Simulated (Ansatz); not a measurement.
# Na: how the settings move a single-point run

Question: which choices in the input matter for Na?

Computed with Ansatz 0.2.0 (reference: DFT, PBEsol, all-electron LAPW, scalar-relativistic, unless a step's input says otherwise).

1 further run of the same task is left out (it didn't finish).

## Step 1: The system as given

Symmetry: Im-3m, No. 229, cubic system. Conventional cell: a = 4.208 Å, b = 4.208 Å, c = 4.208 Å, α = 90.00°, β = 90.00°, γ = 90.00°. Na (site symmetry m-3m) is surrounded by 8 Na at 3.64 Å.

Structure file:

```xyz
1
Lattice="-2.1040 2.1040 2.1040 2.1040 -2.1040 2.1040 2.1040 2.1040 -2.1040" Properties=species:S:1:pos:R:3 pbc="T T T"
Na    0.0000    0.0000    0.0000
```

## Step 2: The reference run

input.yaml reads:

```yaml
crystal:
  lattice:
    - [-2.1040267987, 2.1040267987, 2.1040267987]
    - [2.1040267987, -2.1040267987, 2.1040267987]
    - [2.1040267987, 2.1040267987, -2.1040267987]
  atoms:
    - { symbol: Na, position: [0.0, 0.0, 0.0] }
kpoints:
  mp_grid: { grid: [12, 12, 12] }
scf:
  occupations: { method: fermi_dirac, width: 0.05 }
hamiltonian:
  xc: pbesol
  pseudopotentials:
    kind: all_electron
    lapw: { basis_error: 0.00025, muffin_tin_radii: { Na: 1.531 } }
output:
  forces: true
  stress: true
  eigenvalues: true
```

The run is started by

```console
$ ansatz run input.yaml --threads 1 --pin off --max-ram 2048MiB --backend cpu --events-out ev --progress --plain --runs-dir out
```

## Step 3: Changed: mixing.algorithm msr1, mixing.beta 0.5, mixing.ndim 2, xc rpbe

input.yaml: that of step 2 with these lines changed.

```diff
@@ -11,4 +11,5 @@
   occupations: { method: fermi_dirac, width: 0.05 }
+  mixing: { algorithm: msr1, beta: 0.5, ndim: 2 }
 hamiltonian:
-  xc: pbesol
+  xc: rpbe
   pseudopotentials:
```

Before running it: what results should come out? Wanted: for each run, ending; energy change; pressure; gap; force.

As calculated:

| run | ending | energy change | pressure (GPa) | gap (eV) | force (eV/Å) | cycles | time |
| --- | --- | --- | --- | --- | --- | --- | --- |
| reference | converged | - | -0.2 | 0.00 | 0.00 | 6 | 2.3 s |
| 1: mixing.algorithm msr1, mixing.beta 0.5, mixing.ndim 2, xc rpbe | converged | not comparable | 0.5 | 0.00 | 0.00 | 11 | 3.2 s |

Residual by cycle in the longest SCF loop of each run; runs are numbered as in the table. The quantity is the density residual dr2, in eV.

| cycle | reference | run 1 |
| --- | --- | --- |
| 1 | 0.00454 | 0.00562 |
| 2 | 0.00242 | 0.00308 |
| 3 | 5.0e-4 | 4.9e-4 |
| 4 | 1.1e-4 | 9.4e-5 |
| 5 | 4.0e-7 | 4.4e-5 |
| 6 | 1.9e-8 | 1.8e-5 |
| 7 | - | 5.8e-6 |
| 8 | - | 1.5e-6 |
| 9 | - | 7.1e-7 |
| 10 | - | 2.6e-7 |
| 11 | - | 7.9e-8 |

What this shows: A change of functional puts the total energy on another scale; the pressure goes from -0.2 to 0.5 GPa. At this fixed cell a higher pressure means that this functional prefers a larger volume than the reference.
